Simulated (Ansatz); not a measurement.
# Ir (Fm-3m) in Ansatz: a series of runs

The runs below take Ir through relaxation of cell and atoms, with BLYP.

All numbers are computed with Ansatz 0.2.0; they aren't measurements. Logs are shortened: lines on timing, memory, paths and dates and some standing lists are left out, and cuts for length are marked.

### 1 Starting point

The structure is cubic, space group Fm-3m (No. 225). Conventional cell: a = 3.831 Å, b = 3.831 Å, c = 3.831 Å, α = 90.00°, β = 90.00°, γ = 90.00°. Ir (site symmetry m-3m) is surrounded by 12 Ir at 2.71 Å.

### 2 Relaxation of cell and atoms, BLYP

Contents of input.yaml:

```yaml
crystal:
  lattice:
    - [0.0, 1.9156, 1.9156]
    - [1.9156, 0.0, 1.9156]
    - [1.9156, 1.9156, 0.0]
  atoms:
    - { symbol: Ir, position: [0.0, 0.0, 0.0] }
kpoints:
  mp_grid: { grid: [12, 12, 12] }
scf:
  occupations: { method: fermi_dirac, width: 0.05 }
hamiltonian:
  xc: blyp
  pseudopotentials: { kind: all_electron, lapw: { basis_error: 0.001 } }
output:
  forces: true
  stress: true
relax:
  f_tol: 0.01
  max_steps: 60
  cell: {}
```

Potentials or basis: all-electron LAPW, scalar-relativistic.

Run with:

```
$ ansatz run input.yaml --threads 1 --pin off --max-ram 3072MiB --backend cpu --events-out ev --progress --plain --runs-dir out
```

Standard output:

```text
Warning: RAYON_NUM_THREADS=1 ignored (pool sized by the plan → 1); use --threads N
The last accepted step is kept in <dir> (removed where the run ends without a failure and the disk answers)
LAPW: plane waves up to 8.967 Å⁻¹, error target 1.0e-3 eV per atom; small_component_spin mean_spin; Ir in spheres of 1.314 Å, 41 of its electrons in bands, Dirac shells [] (how accurate: hamiltonian.pseudopotentials.lapw.basis_error, Limitations)
Engine: ansatz 0.2.0, x86_64-unknown-linux-gnu
Pseudopotentials: kind: all_electron
Pseudopotential: Ir, LAPW, valence charge 41, lapw/all_electron/scalar/gaussian/Ir, Koelling and Harmon's equation, gaussian nucleus
Functional definition: BLYP
  parameter beta = 0.0042
  parameter a = 0.04918
  parameter b = 0.132
  parameter c = 0.2533
  parameter d = 0.349
  exchange = b88_x(beta = beta)
  correlation = lyp_c(a = a, b = b, c = c, d = d)
Crystal: 1 atoms, lattice volume = 14.059 Å³
Basis set: ecut = 306.31840792921514 eV, 169 PW (Γ), exchange–correlation at level 2
Bands: 25, of which v1, the nominal top of the filled ones, is band 21 counted from 1 (20 counted from 0)
Symmetry: 48 space group operations
Space group: Fm-3m (ITA 225), of the structure as read, at distance tolerance 2.4e-5 Å
k-points: 72 of 1728
Non-local potential: Ir, projectors of the file, none
Initial density: superposition of atomic densities (chi_scale 0.1, normalization cell)
Initial wavefunctions: plane waves of lowest kinetic energy (no species holds an atomic orbital)
Functional: x = b88, c = lyp
iter 1 solved again at ethr=2.28e-5 eV; its pass at ethr=1.00e-1 eV (dr2=9.36e-3 eV) is discarded
SCF iter   1: F=—  HF=-485051.347500 eV  |F-HF|=—  |Δ(HF+E_count)|=         —  Δρ=1.36e-2  dr2=9.48e-3  ethr=2.28e-5  ⟨swp⟩=3.3  Hψ=11854  notcnv=0
preconditioner: auto → none  [metal: Δε(μ)=0.138 eV  Ē_g=14.361 eV  σ=0.050 eV  W_gap=0.45  n_scr=8 (ndim 8)  ℏωp=29.7 eV  f_vac=0.000  D(μ)=0.54/eV (n_scr^D=0)  sad-step TF]
SCF iter   2: F=—  HF=-485051.323907 eV  |F-HF|=—  |Δ(HF+E_count)|=   2.36e-2  Δρ=6.09e-3  dr2=2.46e-3  ethr=2.28e-5  ⟨swp⟩=2.8  Hψ=5511  notcnv=0
SCF iter   3: F=—  HF=-485051.324802 eV  |F-HF|=—  |Δ(HF+E_count)|=   8.95e-4  Δρ=3.44e-3  dr2=7.51e-4  ethr=6.01e-6  ⟨swp⟩=2.5  Hψ=5222  notcnv=0
iter 4 solved again at ethr=1.12e-7 eV; its pass at ethr=1.83e-6 eV (dr2=4.61e-5 eV) is discarded
SCF iter   4: F=—  HF=-485051.325626 eV  |F-HF|=—  |Δ(HF+E_count)|=         —  Δρ=8.17e-4  dr2=4.61e-5  ethr=1.12e-7  ⟨swp⟩=2.0  Hψ=9103  notcnv=0
the basis was enlarged: its passes take 461.3 KiB over the memory plan, 1 of 1 planned eigensolver slots
SCF iter   5: F=—  HF=-485051.325676 eV  |F-HF|=—  |Δ(HF+E_count)|=   5.03e-5  Δρ=1.11e-4  dr2=7.71e-7  ethr=1.12e-7  ⟨swp⟩=3.0  Hψ=5483  notcnv=0
SCF iter   6: F=-485051.325677 eV  HF=-485051.325677 eV  |F-HF|=9.20e-9  |Δ(HF+E_count)|=   1.60e-6  Δρ=7.71e-6  dr2=2.34e-9  ethr=1.88e-9  ⟨swp⟩=3.0  Hψ=5525  notcnv=0
[... 36 lines left out ...]
SCF iter   3: F=—  HF=-485051.421977 eV  |F-HF|=—  |Δ(HF+E_count)|=   5.95e-8  Δρ=3.55e-5  dr2=1.56e-7  ethr=7.27e-10  ⟨swp⟩=2.0  Hψ=5210  notcnv=0
SCF iter   4: F=-485051.421977 eV  HF=-485051.421977 eV  |F-HF|=6.23e-9  |Δ(HF+E_count)|=   7.53e-8  Δρ=1.81e-5  dr2=4.65e-8  ethr=3.81e-10  ⟨swp⟩=3.0  Hψ=5294  notcnv=0
SCF 4 converged in 4 iterations: F = -485051.421977 eV  dr2 = 4.65e-8
relax step   4: F+E_penalty+E_count = -485051.42197702 eV  Δ(F+E_penalty+E_count) = -1.442e-3 eV  max|allowed force component| = 0.000e0 eV/Å  Δτ_max = 0.0000 Å  P = +0.447 GPa  Ω = 15.201 Å³  (4 SCF iters, accepted)
Crystal: 1 atoms, lattice volume = 15.224 Å³
Basis set: ecut = 290.47649036427265 eV, 169 PW (Γ), exchange–correlation at level 2
iter 1 solved again at ethr=6.17e-10 eV; its pass at ethr=1.00e-1 eV (dr2=2.53e-7 eV) is discarded
SCF iter   1: F=—  HF=-485051.422010 eV  |F-HF|=—  |Δ(HF+E_count)|=         —  Δρ=1.27e-5  dr2=2.32e-8  ethr=6.17e-10  ⟨swp⟩=5.5  Hψ=9568  notcnv=0
preconditioner: auto → Kerker (q_TF=auto, 3.218 Å⁻¹)  [metal: Δε(μ)=0.014 eV  Ē_g=13.443 eV  σ=0.050 eV  W_gap=0.07  n_scr=14 (ndim 8)  ℏωp=28.6 eV  f_vac=0.000  D(μ)=0.63/eV (n_scr^D=0)]
SCF iter   2: F=-485051.422009 eV  HF=-485051.422009 eV  |F-HF|=3.38e-9  |Δ(HF+E_count)|=   5.47e-7  Δρ=7.53e-6  dr2=8.86e-9  ethr=5.65e-11  ⟨swp⟩=2.0  Hψ=5210  notcnv=0
SCF 5 converged in 2 iterations: F = -485051.422009 eV  dr2 = 8.86e-9
relax step   5: F+E_penalty+E_count = -485051.42200915 eV  Δ(F+E_penalty+E_count) = -3.214e-5 eV  max|allowed force component| = 0.000e0 eV/Å  Δτ_max = 0.0000 Å  P = -0.010 GPa  Ω = 15.224 Å³  (2 SCF iters, accepted)
iter 1 solved again at ethr=2.08e-11 eV; its pass at ethr=1.00e-1 eV (dr2=8.53e-9 eV) is discarded
SCF iter   1: F=—  HF=-485051.422010 eV  |F-HF|=—  |Δ(HF+E_count)|=         —  Δρ=7.48e-6  dr2=8.48e-9  ethr=2.08e-11  ⟨swp⟩=7.2  Hψ=11412  notcnv=0  reapply=2
SCF iter   2: F=-485051.422010 eV  HF=-485051.422010 eV  |F-HF|=4.66e-10  |Δ(HF+E_count)|=   5.33e-7  Δρ=5.96e-6  dr2=5.51e-9  ethr=2.07e-11  ⟨swp⟩=2.0  Hψ=5212  notcnv=0
SCF 6 converged in 2 iterations: F = -485051.422010 eV  dr2 = 5.51e-9
relax step   6: F+E_penalty+E_count = -485051.42200966 eV  Δ(F+E_penalty+E_count) = -5.041e-7 eV  max|allowed force component| = 0.000e0 eV/Å  Δτ_max = 0.0000 Å  P = -0.010 GPa  Ω = 15.224 Å³  stress off target by 9.73e-3 GPa  SCF on the basis re-selected at this cell (its energy is not comparable with the rows above)  (2 SCF iters)
basis re-selected at this cell: Δ(F+E_penalty+E_count) = -5.041e-7 eV, ΔP = +0.000 GPa vs the last step (what re-selecting the basis moved, after the strain that the cell walked since its last selection, with what the two solves' SCF thresholds leave and, on support functions, any second-order correction that the steps lacked; it is no measure of the basis error at this ecutwfc). This SCF's stress stands 9.73e-3 GPa from its target on what of the cell is left free (relax.cell.stress_tol is 5.00e-2 GPa) and its largest allowed force component is 0.00e0 eV/Å (relax.f_tol is 1.00e-2 eV/Å): within both
SCF converged after 2 iterations
Free energy (F): -485051.422010 eV
Harris-Foulkes:  -485051.422010 eV  (|F-HF|=4.66e-10)
Internal energy: -485051.416528 eV  (E = F + TS)
E sigma→0 (E₀):  -485051.419269 eV
Entropy (-TS):   -0.005481 eV (-5.481 meV/atom)
Fermi energy:    29.767249 eV
--- Per-component energies (eV) ---
  E_band       = -2942.225530
  E_kinetic    = 548877.371272
  E_xc         = -9500.377569
  E_electrostatic = -1024428.410231  (all electrons and nuclei)
  E_smearing   = -0.005481  (= −TS)
  E_closure    = 0.000000  (closes the sum)
  E_atoms      = -485043.657301  (free atoms, spherical and without spin; not in F)
  Σ components = -485051.422010   (vs F -485051.422010, Δ=0.00e0)
  Basis errors (estimates in eV, not in F): energy 2.2e-4 per atom: plane waves 1.9e-4 (1.0e-4 summed), levels above the bands 1.4e-100, relativity 3.7e-7, radial functions 3.7e-5, core shells 4.8e-7; eigenvalues (radial functions only) 1.6e-6; not estimated: angular momenta, meshes, grids; target (lapw.basis_error) 1.0e-3; muffin-tin radii Ir 1.349 Å
--- Forces (eV/Å), atoms counted from 1 ---
  atom   1  Ir    -0.00000000     0.00000000    -0.00000000
  max |Σ_I F_I| component: 2.14e-31 eV/Å
--- Stress (GPa, compression-positive) ---
       -0.009725      -0.000000      -0.000000
       -0.000000      -0.009725      -0.000000
       -0.000000      -0.000000      -0.009725
  P = ⅓ Tr σ = -0.0097 GPa (-0.097 kbar)
--- Relaxed structure (5 steps of the walk, 5 accepted, 1 SCFs on fresh bases) ---
  F+E_penalty+E_count = -485051.42200966 eV   max|allowed force component| = 0.000e0 eV/Å   (the final SCF, on the basis selected at the relaxed cell)
  cell:  # Å, volume = 15.2243 Å³
    - [2.0254103830759967e-33, 1.9671427750226351, 1.9671427750226351]
    - [1.9671427750226351, 5.095372032895589e-34, 1.9671427750226351]
    - [1.9671427750226351, 1.9671427750226351, 2.0254103830759967e-33]
  atoms:
    - { symbol: Ir, position: [0.0, 0.0, 0.0] }
```

It took 13 s on 1 thread of AMD EPYC 9R45 (Zen 5), shared host; peak memory 0.35 GiB.

What came out:

```yaml
Free_energy: -485051.4220 eV
Relaxed_volume: 15.22 Å³/atom
Relaxed_cell: a = 2.782 Å, b = 2.782 Å, c = 2.782 Å, α = 60.00°, β = 60.00°, γ = 60.00°
Space_group_after_relaxing_to_0.05_Å: Fm-3m (No. 225)
Energy_gained_by_relaxing: 96.3 meV/atom
Ionic_steps: 6
Pressure_after_relaxing: 0.0 GPa
```

The path:
```
step  energy change (eV)  largest force (eV/Å)  volume (Å³)
   1              0.0000                0.0000        14.06
   2             -0.0443                0.0000        16.22
   3             -0.0949                0.0000        15.38
   4             -0.0963                0.0000        15.20
   5             -0.0963                0.0000        15.22
   6             -0.0963                0.0000        15.22
```

Final structure:
```
Ir
1.0
     0.00000    1.96714    1.96714
     1.96714    0.00000    1.96714
     1.96714    1.96714    0.00000
Ir
1
Cartesian
  0.0000 0.0000 0.0000
```

Spin-orbit coupling is left out, which matters for the levels of Ir. Zero-point motion and thermal expansion aren't in these numbers.

### 3 Relaxation of cell and atoms, BLYP

input.yaml, as its differences from that of step 2:

```diff
@@ -18,3 +18,3 @@
 relax:
-  f_tol: 0.01
+  f_tol: 0.005
   max_steps: 60
```

Potentials or basis: all-electron LAPW, scalar-relativistic.

Run with:

```
$ ansatz run input.yaml --threads 1 --pin off --max-ram 3072MiB --backend cpu --events-out ev --progress --plain --runs-dir out
```

Run time: 12 s. Hardware: 1 thread of AMD EPYC 9R45 (Zen 5), shared host; peak memory 0.36 GiB.

Results (log left out):

| Property | Result |
| --- | --- |
| Free energy | -485051.4220 eV |
| Relaxed volume | 15.22 Å³/atom |
| Relaxed cell | a = 2.782 Å, b = 2.782 Å, c = 2.782 Å, α = 60.00°, β = 60.00°, γ = 60.00° |
| Space group after relaxing (to 0.05 Å) | Fm-3m (No. 225) |
| Energy gained by relaxing | 96.3 meV/atom |
| Ionic steps | 6 |
| Pressure after relaxing | 0.0 GPa |

Step by step:
```csv
step,energy change (eV),largest force (eV/Å),volume (Å³)
1,0.0000,0.0000,14.06
2,-0.0443,0.0000,16.22
3,-0.0949,0.0000,15.38
4,-0.0963,0.0000,15.20
5,-0.0963,0.0000,15.22
6,-0.0963,0.0000,15.22
```

Final structure:
```
Ir
1.0
     0.00000    1.96714    1.96714
     1.96714    0.00000    1.96714
     1.96714    1.96714    0.00000
Ir
1
Direct
  0.00000 0.00000 0.00000
```

The run has no spin-orbit coupling, so splittings on Ir are missing. BLYP gives volumes clearly too large for solids.
